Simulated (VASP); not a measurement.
Input of a VASP 6.6.1 run:

File INCAR:

```
ALGO = Fast
DIPOL = 0.5 0.5 0.501
EDIFF = 1E-6
ENCUT = 520
GGA = PE
IDIPOL = 3
ISIF = 2
ISMEAR = 0
IVDW = 12
LASPH = T
LCHARG = F
LDIPOL = T
LREAL = F
LWAVE = F
NBANDS = 56
NELM = 100
PREC = Accurate
SIGMA = 0.05
```

File KPOINTS:

```
k-points
0
Gamma
  3 3 1
```

Contents of POSCAR:

```
PtS2
1.0
    7.1666166822      0.0000000000      0.0000000000
   -3.5833083411      6.2064721059      0.0000000000
    0.0000000000      0.0000000000     18.4127432131
S Pt
8 4
Direct
    0.3333333333      0.1666666667      0.4344817015
    0.3333333333      0.6666666667      0.4344817015
    0.8333333333      0.1666666667      0.4344817015
    0.8333333333      0.6666666667      0.4344817015
    0.1666666667      0.3333333333      0.5667561821
    0.1666666667      0.8333333333      0.5667561821
    0.6666666667      0.3333333333      0.5667561821
    0.6666666667      0.8333333333      0.5667561821
    0.0000000000      0.0000000000      0.5006172837
    0.0000000000      0.5000000000      0.5006172837
    0.5000000000      0.0000000000      0.5006172837
    0.5000000000      0.5000000000      0.5006172837
```

Potentials or basis: VASP PAW PBE potentials, release 64 (S, Pt).

Run with:

```console
$ cat potpaw_PBE.64/S/POTCAR potpaw_PBE.64/Pt/POTCAR > POTCAR
$ mpirun -np 1 vasp_std > vasp.out
```

**Question.** What does it give for the band gap on the k mesh?

**Answer.** 2.03 eV.

**Question.** What does it give for the largest force?

**Answer.** 0.037 eV/Å.

Forces in eV/Å, atoms in the order of the input:
```
S    0.000  0.000  0.037
S    0.000  0.000  0.037
S    0.000  0.000  0.037
S    0.000  0.000  0.037
S    0.000  0.000 -0.037
S    0.000  0.000 -0.037
S    0.000  0.000 -0.037
S    0.000  0.000 -0.037
Pt   0.000  0.000  0.000
Pt   0.000  0.000  0.000
Pt   0.000  0.000  0.000
Pt   0.000  0.000  0.000
```

Caveat: spin-orbit coupling is left out, which moves the levels of the heavy elements; the cell's inner coordinates are idealised or old, which leaves forces on the atoms.
